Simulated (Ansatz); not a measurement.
# InSb: the cost of one run

Program: Ansatz 0.2.0. Level of theory: DFT PBEsol, scalar-relativistic, plane waves, PAW. These are calculated values, not measurements.

**1. The structure to begin with**

The structure is cubic, space group Fm-3m (No. 225). Conventional cell: a = 6.147 Å, b = 6.147 Å, c = 6.147 Å, α = 90.00°, β = 90.00°, γ = 90.00°. Around In (site symmetry m-3m) lie 6 Sb at 3.07 Å. Sb (site symmetry m-3m) is surrounded by 6 In at 3.07 Å.

As a file:

```cif
data_structure
_symmetry_space_group_name_H-M 'P 1'
_symmetry_Int_Tables_number 1
_cell_length_a 4.3466
_cell_length_b 4.3466
_cell_length_c 4.3466
_cell_angle_alpha 60.000
_cell_angle_beta 60.000
_cell_angle_gamma 60.000
_cell_volume 58.07
loop_
_atom_site_label
_atom_site_type_symbol
_atom_site_fract_x
_atom_site_fract_y
_atom_site_fract_z
_atom_site_occupancy
In1 In 0.00000 0.00000 0.00000 1
Sb1 Sb 0.50000 0.50000 0.50000 1
```

It goes back to an entry of the Materials Project, which need not be the stable form.

No relaxation comes first: the listed cell is the starting point.

**2. The undisturbed cell**

The input, input.yaml:

```yaml
crystal:
  lattice:
    - [0.0, 3.073513, 3.073513]
    - [3.073513, 0.0, 3.073513]
    - [3.073513, 3.073513, 0.0]
  atoms:
    - { symbol: In, position: [0.0, 0.0, 0.0] }
    - { symbol: Sb, position: [0.5, 0.5, 0.5] }
basis:
  ecutwfc: 300.0
kpoints:
  mp_grid: { grid: [8, 8, 8] }
hamiltonian:
  xc: pbesol
scf:
  occupations: { method: gaussian, width: 0.15 }
output:
  forces: true
  stress: true
  eigenvalues: true
```

The run is started by

```console
$ ansatz run input.yaml --threads 1 --pin off --max-ram 2560MiB --backend cpu --events-out ev --progress --plain --runs-dir out
```

**Question.** How long does this run take on 1 thread of Arm Neoverse V2, shared host, and how much memory does it need?

About 1.2 s, with a peak of 0.3 GiB.
